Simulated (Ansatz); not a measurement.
Input and command of a plane-wave DFT calculation in Ansatz:

```yaml
crystal:
  lattice:
    - [3.8152475707, 0.030724133, -0.0406115802]
    - [0.030724133, 3.826432907, 0.0252083727]
    - [-0.0516563919, 0.0320640954, 4.9117913352]
  atoms:
    - { symbol: Sn, position: [0.0123245241, 0.4889663714, 0.266194368] }
    - { symbol: Sn, position: [0.4692458704, -0.0342507173, 0.7618372428] }
    - { symbol: O, position: [0.0558958157, -0.0064395338, -0.0271257106] }
    - { symbol: O, position: [0.4625337898, 0.5517238797, -0.0009059002] }
basis:
  ecutwfc: 420
kpoints:
  mp_grid: { grid: [12, 12, 10] }
hamiltonian:
  xc: pbesol
scf:
  occupations: { method: gaussian, width: 0.15 }
output:
  forces: true
  stress: true
  eigenvalues: true
```

```bash
ansatz run input.yaml --threads 2 --pin off --max-ram 5120MiB --backend cpu --events-out ev --progress --plain --runs-dir out
```

Processor: Intel(R) Xeon(R) Platinum 8488C (Sapphire Rapids), 2 threads, on a host shared with other jobs.

Q: Estimate time, memory and problem size.

A: About 51 s on 2 threads of Intel(R) Xeon(R) Platinum 8488C (Sapphire Rapids), on a shared host, peak memory 1.3 GiB. It solves 24 bands at 724 k points (the mesh reduced by symmetry) with about 1411 plane waves, in 8 SCF iterations.
